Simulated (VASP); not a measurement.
**CdSe: single point with PBE**

The system is CdSe.

```xyz
2
Lattice="0.0000 3.0984 3.0984 3.0984 0.0000 3.0984 3.0984 3.0984 0.0000" Properties=species:S:1:pos:R:3 pbc="T T T"
Cd    0.0000    0.0000    0.0000
Se    4.6476    4.6476    4.6476
```

Measurements of this composition are mostly on another form, of space group No. 186.

| Item | Value |
| --- | --- |
| Program | VASP 6.6.1 |
| Task | single point |
| Functional | PBE |
| Potentials or basis | VASP PAW PBE potentials, release 64 (Cd, Se) |
| Cutoff | 520 eV |
| k mesh | 10 × 10 × 10 |
| Occupations | gaussian, width 0.02 eV |
| Spin | non-collinear spin, zero start, spin-orbit coupling |
| Starting moments | [[0.0, 0.0, 0.0], [0.0, 0.0, 0.0]] μB |
| Dipole correction | no |
| Further INCAR settings | ALGO = Normal; EDIFF = 1e-06; NBANDS = 30 |

```
Pressure                                              : 0.2 GPa
Net moment                                            : 0.00 μB per cell
Valence electrons inside the program's atomic spheres : Cd 10.28; Se 3.83
```

Moments on the atoms (μB; x, y, z):
```
Cd  0.00 0.00 0.00
Se  0.00 0.00 0.00
```

It took 4.1 min on 1 thread of Intel(R) Xeon(R) Platinum 8259CL CPU @ 2.50GHz (Skylake/Cascade Lake), with other jobs on the host, peak memory 0.5 GiB.
